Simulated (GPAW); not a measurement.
# FeO (R-3m) in GPAW: notebook

Runs on FeO. Level: PBE. Tasks: relaxation of cell and atoms.

All numbers are computed with GPAW 26.7.0; they aren't measurements. Logs are shortened: lines on timing, memory, paths and dates and some standing lists are left out, and cuts for length are marked. The log counts tension as positive stress, the text compression.

**1. Starting point**

Symmetry: R-3m, No. 166, trigonal system. The conventional cell has a = 3.035 Å, b = 3.035 Å, c = 7.547 Å, α = 90.00°, β = 90.00°, γ = 120.00°. Fe (site symmetry -3m) has 6 O at 2.16 Å as nearest neighbours. O (site symmetry -3m) is surrounded by 6 Fe at 2.16 Å.

**2. Relaxation of cell and atoms, PBE, collinear spin, ferromagnetic start, target pressure 10 GPa, at which the enthalpy is minimised**

File run.py:

```python
from ase.filters import FrechetCellFilter
from ase.io import read, write
from ase.optimize import BFGS
from ase.units import GPa
from gpaw import GPAW, PW

atoms = read('FeO.xyz')
atoms.set_initial_magnetic_moments([3.0, 0.0])

calc = GPAW(mode=PW(800),
            xc='PBE',
            kpts={'size': (6, 6, 6), 'gamma': True},
            occupations={'name': 'fermi-dirac', 'width': 0.05},
            nbands=17,
            convergence={'density': 1e-05, 'forces': 0.0001},
            maxiter=150,
            txt='gpaw.txt')
atoms.calc = calc
opt = BFGS(FrechetCellFilter(atoms, scalar_pressure=10 * GPa), trajectory='relax.traj', logfile='-')
done = opt.run(fmax=0.02, steps=60)
calc.write('gs.gpw')
write('result.traj', atoms)
print('Converged:', done)
print('Cell:', atoms.cell.cellpar().round(4))
print('Volume:', round(atoms.get_volume(), 4))
print(atoms.get_scaled_positions().round(5))
```

File FeO.xyz:

```xyz
2
Lattice="1.5176821112 0.8762341755 2.5157945800 -1.5176821112 0.8762341755 2.5157945800 0.0000000000 -1.7524683509 2.5157945800" Properties=species:S:1:pos:R:3 pbc="T T T"
Fe     0.0000000000      0.0000000000      0.0000000000
O      0.0000000000      0.0000000001      3.7736918700
```

Potentials or basis: GPAW PAW data sets (gpaw-data 1.2.1), pw.

The run is started by

```bash
$ OMP_NUM_THREADS=1 python run.py
```

gpaw.txt:

```text
__  _  _
 | _ |_)|_||  |
 |__||  | ||/\| - 26.7.0

Input parameters:
  mode=PW(ecut=800.0),
  convergence={'density': 1e-05, 'forces': 0.0001},
  kpts=MonkhorstPack(size=(6, 6, 6), gamma=True),
  maxiter=150,
  nbands=17,
  occupations=Occupations(name='fermi-dirac', width=0.05),
  xc=XC(name='PBE')

Diagonalizing LCAO Hamiltonian
Converting LCAO to pw mode

       O

       Fe

Atoms  # Å, Bohr magnetons
|   | symbol |        x |        y |        z |    initial magnetic moments |
|---|--------|----------|----------|----------|-----------------------------|
| 0 |     Fe | 0.000000 | 0.000000 | 0.000000 | ( 0.0000,  0.0000,  3.0000) |
| 1 |      O | 0.000000 | 0.000000 | 3.773692 | ( 0.0000,  0.0000,  0.0000) |

Unit cell  # Å
| periodic |         x |         y |        z |  lengths |    angles |
|----------|-----------|-----------|----------|----------|-----------|
|      yes |  1.517682 |  0.876234 | 2.515795 | 3.066002 | 59.339981 |
|      yes | -1.517682 |  0.876234 | 2.515795 | 3.066002 | 59.339981 |
|      yes |  0.000000 | -1.752468 | 2.515795 | 3.066002 | 59.339981 |
[... 217 lines left out ...]
Stress tensor  # eV/Ang^3
|         x |         y |         z |
|-----------|-----------|-----------|
| -0.005550 |  0.000000 |  0.000000 |
| -0.000000 | -0.005550 |  0.000000 |
|  0.000000 |  0.000000 | -0.000914 |

Forces  # eV/Ang
|       x |        y |       z |
|---------|----------|---------|
| 0.00000 |  0.00000 | 0.00000 |  # Fe   0
| 0.00000 | -0.00000 | 0.00000 |  # O    1

Interpolating wave functions to new cell

       O
[... 230 lines left out ...]
Stress tensor  # eV/Ang^3
|         x |         y |         z |
|-----------|-----------|-----------|
| -0.020679 |  0.000000 | -0.000000 |
|  0.000000 | -0.020679 |  0.000000 |
| -0.000000 |  0.000000 | -0.016347 |

Forces  # eV/Ang
|       x |       y |       z |
|---------|---------|---------|
| 0.00000 | 0.00000 | 0.00000 |  # Fe   0
| 0.00000 | 0.00000 | 0.00000 |  # O    1

Interpolating wave functions to new cell

       O
[... 231 lines left out ...]
Stress tensor  # eV/Ang^3
|         x |         y |         z |
|-----------|-----------|-----------|
| -0.066277 |  0.000000 | -0.000000 |
|  0.000000 | -0.066277 |  0.000000 |
| -0.000000 |  0.000000 | -0.062993 |

Forces  # eV/Ang
|        x |       y |       z |
|----------|---------|---------|
|  0.00000 | 0.00000 | 0.00000 |  # Fe   0
| -0.00000 | 0.00000 | 0.00000 |  # O    1

Interpolating wave functions to new cell

       O
[... 229 lines left out ...]
Stress tensor  # eV/Ang^3
|         x |         y |         z |
|-----------|-----------|-----------|
| -0.063461 |  0.000000 |  0.000000 |
|  0.000000 | -0.063461 |  0.000000 |
|  0.000000 |  0.000000 | -0.060154 |

Forces  # eV/Ang
|        x |       y |        z |
|----------|---------|----------|
|  0.00000 | 0.00000 | -0.00000 |  # Fe   0
| -0.00000 | 0.00000 | -0.00000 |  # O    1

Interpolating wave functions to new cell

       O
[... 166 lines left out ...]
SCF iterations
|iter     | |      energy | eigst |  dens |force |  magmom |
|---------|-|-------------|-------|-------|------|---------|
|iter:   1| |  -15.878404 | -4.64 |       |      |  +3.9986|
|iter:   2| |  -15.878417 | -7.50c| -3.22 |      |  +3.9986|
|iter:   3| |  -15.878535c| -6.87 | -3.24 |      |  +3.9986|
|iter:   4| |  -15.878539c| -7.38 | -3.77 |      |  +3.9986|
|iter:   5| |  -15.878541c| -8.19c| -4.09 |      |  +3.9986|
|iter:   6| |  -15.878542c| -7.81c| -4.45 |      |  +3.9986|
|iter:   7| |  -15.878542c| -8.64c| -5.21c|      |  +3.9986|
|iter:   8| |  -15.878542c| -9.57c| -6.02c|-23.45c|  +3.9986|
[... 51 lines left out ...]
Stress tensor  # eV/Ang^3
|         x |         y |         z |
|-----------|-----------|-----------|
| -0.063315 | -0.000000 |  0.000000 |
| -0.000000 | -0.063315 |  0.000000 |
|  0.000000 |  0.000000 | -0.060068 |

Forces  # eV/Ang
|       x |       y |       z |
|---------|---------|---------|
| 0.00000 | 0.00000 | 0.00000 |  # Fe   0
| 0.00000 | 0.00000 | 0.00000 |  # O    1

Interpolating wave functions to new cell

       O
[... 231 lines left out ...]
Stress tensor  # eV/Ang^3
|         x |         y |         z |
|-----------|-----------|-----------|
| -0.060801 |  0.000000 | -0.000000 |
|  0.000000 | -0.060801 |  0.000000 |
| -0.000000 |  0.000000 | -0.059903 |

Forces  # eV/Ang
|        x |       y |        z |
|----------|---------|----------|
| -0.00000 | 0.00000 | -0.00000 |  # Fe   0
|  0.00000 | 0.00000 |  0.00000 |  # O    1

Interpolating wave functions to new cell

       O
[... 229 lines left out ...]
Stress tensor  # eV/Ang^3
|         x |         y |         z |
|-----------|-----------|-----------|
| -0.061481 |  0.000000 |  0.000000 |
|  0.000000 | -0.061481 |  0.000000 |
|  0.000000 |  0.000000 | -0.061264 |

Forces  # eV/Ang
|       x |       y |        z |
|---------|---------|----------|
| 0.00000 | 0.00000 |  0.00000 |  # Fe   0
| 0.00000 | 0.00000 | -0.00000 |  # O    1

# Writing to gs.gpw (mode='')
```

Wall time 1.7 min (1 thread of Arm Neoverse V2, shared host); peak memory 0.26 GiB.

What came out:

* Free energy: -15.8860 eV
* Relaxed volume: 9.61 Å³/atom
* Relaxed cell: a = 3.007 Å, b = 3.007 Å, c = 3.007 Å, α = 59.96°, β = 59.96°, γ = 59.96°
* Space group after relaxing (to 0.05 Å): Fm-3m (No. 225)
* Energy change on relaxing (the enthalpy is what falls): +15.0 meV/atom
* Ionic steps: 7
* Pressure after relaxing: 9.8 GPa
* Band gap on the k mesh: none (metal or under the smearing width)
* Net moment: 4.00 μB per cell
* Site moments: Fe +3.54; O +0.24 μB

The path:
```tsv
step	energy change (eV)	largest force (eV/Å)	pressure (GPa)	volume (Å³)
1	0.0000	0.0000	0.64	20.07
2	0.0037	0.0000	3.08	19.82
3	0.0336	0.0000	10.44	19.16
4	0.0310	0.0000	9.99	19.20
5	0.0309	0.0000	9.97	19.20
6	0.0292	0.0000	9.69	19.22
7	0.0300	0.0000	9.84	19.21
```

Final structure:
```
CELL_PARAMETERS angstrom
1.50270 0.86759 2.45591
-1.50270 0.86759 2.45591
0.00000 -1.73517 2.45591
ATOMIC_POSITIONS crystal
Fe 0.00000 0.00000 0.00000
O 0.50000 0.50000 0.50000
```

Caveat: the k mesh is coarse (spacing up to 0.42 Å⁻¹), so the values aren't converged; each step starts from the last one's moments, so a moment once lost doesn't come back; later steps reuse the first step's grids; a cell with one magnetic atom can't hold antiferromagnetic order, which such compounds often take; semilocal functionals often make such compounds metallic where correlation or magnetic order opens a gap, which also shifts bond lengths. With open d or f shells a metallic result of PBE can be an artefact of self-interaction; +U or a hybrid may open a gap.

**3. Relaxation of cell and atoms, PBE, collinear spin, ferromagnetic start, target pressure 20 GPa, at which the enthalpy is minimised**

Changes to run.py since step 2:

```diff
@@ -18,3 +18,3 @@
 atoms.calc = calc
-opt = BFGS(FrechetCellFilter(atoms, scalar_pressure=10 * GPa), trajectory='relax.traj', logfile='-')
+opt = BFGS(FrechetCellFilter(atoms, scalar_pressure=20 * GPa), trajectory='relax.traj', logfile='-')
 done = opt.run(fmax=0.02, steps=60)
```

FeO.xyz is that of step 2.

Potentials or basis: GPAW PAW data sets (gpaw-data 1.2.1), pw.

The run is started by

```bash
$ OMP_NUM_THREADS=1 python run.py
```

Wall time 66 s (1 thread of Arm Neoverse V2, shared host); peak memory 0.24 GiB.

Results (log left out):

- Free energy: -15.8096 eV
- Relaxed volume: 9.21 Å³/atom
- Relaxed cell: a = 2.978 Å, b = 2.978 Å, c = 2.978 Å, α = 59.40°, β = 59.40°, γ = 59.40°
- Space group after relaxing (to 0.05 Å): Fm-3m (No. 225)
- Energy change on relaxing (the enthalpy is what falls): +53.6 meV/atom
- Ionic steps: 4
- Pressure after relaxing: 20.1 GPa
- Band gap on the k mesh: none (metal or under the smearing width)
- Net moment: 3.97 μB per cell
- Site moments: Fe +3.52; O +0.24 μB

Stress tensor (GPa, compression positive):
```
20.16  0.00  0.00
 0.00 20.16  0.00
 0.00  0.00 19.89
```

The path:
| step | energy change (eV) | largest force (eV/Å) | pressure (GPa) | volume (Å³) |
| --- | --- | --- | --- | --- |
| 1 | 0.0000 | 0.0000 | 0.64 | 20.07 |
| 2 | 0.0120 | 0.0000 | 5.83 | 19.56 |
| 3 | 0.1195 | 0.0000 | 21.25 | 18.33 |
| 4 | 0.1071 | 0.0000 | 20.07 | 18.43 |

Final structure:
```xyz
2
Lattice="1.4756 0.8519 2.4428 -1.4756 0.8519 2.4428 0.0000 -1.7039 2.4428" Properties=species:S:1:pos:R:3 pbc="T T T"
Fe    0.0000    0.0000    0.0000
O     0.0000    0.0000    3.6641
```

Levels at points of the mesh, in eV from the Fermi level:
Spin up:
| k point | band 6 | band 7 | band 8 | band 9 | band 10 | band 11 | band 12 | band 13 |
| --- | --- | --- | --- | --- | --- | --- | --- | --- |
| (0.00, 0.00, 0.00) | -3.96 | -3.96 | -3.70 | -3.70 | 0.44 | 15.56 | 17.37 | 17.74 |
| (0.50, 0.00, 0.00) | -2.96 | -2.38 | -0.07 | -0.04 | 4.12 | 9.24 | 12.83 | 13.03 |
| (0.50, 0.50, 0.00) | -3.23 | -2.67 | -2.67 | -2.57 | 5.79 | 9.16 | 11.17 | 15.45 |
| (0.50, 0.50, 0.50) | -3.01 | -2.44 | -0.08 | -0.08 | 4.24 | 9.01 | 13.20 | 13.20 |
Spin down:
```tsv
k point	band 2	band 3	band 4	band 5	band 6	band 7	band 8	band 9
(0.00, 0.00, 0.00)	-3.74	-3.64	-3.64	-0.94	-0.86	-0.85	0.15	0.16
(0.50, 0.00, 0.00)	-8.82	-5.84	-5.74	0.42	0.50	0.71	3.13	3.16
(0.50, 0.50, 0.00)	-7.66	-5.01	-4.90	-2.51	0.79	0.87	0.87	1.39
(0.50, 0.50, 0.50)	-8.86	-5.70	-5.70	0.43	0.43	0.65	3.11	3.11
```

Caveat: the k mesh is coarse (spacing up to 0.42 Å⁻¹), so the values aren't converged; each step starts from the last one's moments, so a moment once lost doesn't come back; later steps reuse the first step's grids; a cell with one magnetic atom can't hold antiferromagnetic order, which such compounds often take; semilocal functionals often make such compounds metallic where correlation or magnetic order opens a gap, which also shifts bond lengths.

**4. Relaxation of cell and atoms, PBE, collinear spin, ferromagnetic start, target pressure 30 GPa, at which the enthalpy is minimised**

Changes to run.py since step 3:

```diff
@@ -18,3 +18,3 @@
 atoms.calc = calc
-opt = BFGS(FrechetCellFilter(atoms, scalar_pressure=20 * GPa), trajectory='relax.traj', logfile='-')
+opt = BFGS(FrechetCellFilter(atoms, scalar_pressure=30 * GPa), trajectory='relax.traj', logfile='-')
 done = opt.run(fmax=0.02, steps=60)
```

FeO.xyz is that of step 3.

The run is started by

```bash
$ OMP_NUM_THREADS=1 python run.py
```

Run time: 66 s. Hardware: 1 thread of Arm Neoverse V2, shared host; peak memory 0.23 GiB.

It converged, with:

```
Free energy                                            : -15.6766 eV
Relaxed volume                                         : 8.80 Å³/atom
Relaxed cell                                           : a = 2.933 Å, b = 2.933 Å, c = 2.933 Å, α = 59.39°, β = 59.39°, γ = 59.39°
Space group after relaxing (to 0.05 Å)                 : Fm-3m (No. 225)
Energy change on relaxing (the enthalpy is what falls) : +120.4 meV/atom
Ionic steps                                            : 4
Pressure after relaxing                                : 30.0 GPa
Band gap on the k mesh                                 : none (metal or under the smearing width)
Net moment                                             : 3.74 μB per cell
Site moments                                           : Fe +3.36; O +0.21 μB
```

Stress tensor (GPa, compression positive):
```
29.92  0.00  0.00
 0.00 29.92  0.00
 0.00  0.00 30.22
```

Step by step:
```csv
step,energy change (eV),largest force (eV/Å),pressure (GPa),volume (Å³)
1,0.0000,0.0000,0.64,20.07
2,0.0248,0.0000,8.78,19.30
3,0.2323,0.0000,29.35,17.64
4,0.2408,0.0000,30.02,17.60
```

Final structure:
```xyz
2
Lattice="1.4530 0.8389 2.4060 -1.4530 0.8389 2.4060 0.0000 -1.6778 2.4060" Properties=species:S:1:pos:R:3 pbc="T T T"
Fe    0.0000    0.0000    0.0000
O     0.0000    0.0000    3.6090
```

Levels at points of the mesh, in eV from the Fermi level:
Spin up:
| k point | band 6 | band 7 | band 8 | band 9 | band 10 | band 11 | band 12 | band 13 |
| --- | --- | --- | --- | --- | --- | --- | --- | --- |
| (0.00, 0.00, 0.00) | -3.92 | -3.92 | -3.62 | -3.62 | 0.75 | 15.73 | 17.81 | 18.19 |
| (0.50, 0.00, 0.00) | -2.81 | -2.23 | 0.15 | 0.19 | 4.27 | 9.73 | 13.21 | 13.42 |
| (0.50, 0.50, 0.00) | -3.11 | -2.50 | -2.49 | -2.34 | 6.21 | 9.48 | 11.50 | 16.06 |
| (0.50, 0.50, 0.50) | -2.87 | -2.29 | 0.14 | 0.14 | 4.40 | 9.50 | 13.59 | 13.59 |
Spin down:
```
           k point  band 1  band 2  band 3  band 4  band 5  band 6  band 7  band 8  band 9  band 10
(0.00, 0.00, 0.00)  -21.54   -4.04   -3.93   -3.93   -1.09   -0.99   -0.99    0.07    0.07     1.52
(0.50, 0.00, 0.00)  -20.01   -9.29   -6.24   -6.14    0.38    0.47    0.68    3.23    3.26     4.72
(0.50, 0.50, 0.00)  -20.01   -8.07   -5.35   -5.24   -2.77    0.75    0.86    0.87    1.46     7.54
(0.50, 0.50, 0.50)  -20.06   -9.33   -6.10   -6.10    0.39    0.39    0.62    3.20    3.20     4.85
```

Caveat: the k mesh is coarse (spacing up to 0.42 Å⁻¹), so the values aren't converged; each step starts from the last one's moments, so a moment once lost doesn't come back; later steps reuse the first step's grids; a cell with one magnetic atom can't hold antiferromagnetic order, which such compounds often take; semilocal functionals often make such compounds metallic where correlation or magnetic order opens a gap, which also shifts bond lengths. With open d or f shells a metallic result of PBE can be an artefact of self-interaction; +U or a hybrid may open a gap.

**5. Summary**

| cell | target pressure | gap on the mesh (eV) | pressure (GPa) | moment (μB) |
| --- | --- | --- | --- | --- |
| relaxed to 10 GPa | 10 GPa | none | 9.8 | 4.00 |
| relaxed to 20 GPa | 20 GPa | none | 20.1 | 3.97 |
| relaxed to 30 GPa | 30 GPa | none | 30.0 | 3.74 |

Alike in all rows: task relaxation of cell and atoms; level PBE; potentials or basis GPAW PAW data sets (gpaw-data 1.2.1), pw; spin collinear, ferromagnetic start; k mesh 6 × 6 × 6; cutoff (eV) 800; smearing fermi-dirac 0.05 eV; the mesh is coarse, so values aren't converged.

Caveats: all runs use coarse meshes; each step starts from the last one's moments, so a moment once lost doesn't come back; later steps reuse the first step's grids; a cell with one magnetic atom can't hold antiferromagnetic order, which such compounds often take; semilocal functionals often make such compounds metallic where correlation or magnetic order opens a gap, which also shifts bond lengths.

Absolute energies hang on the potentials; compare differences alone.
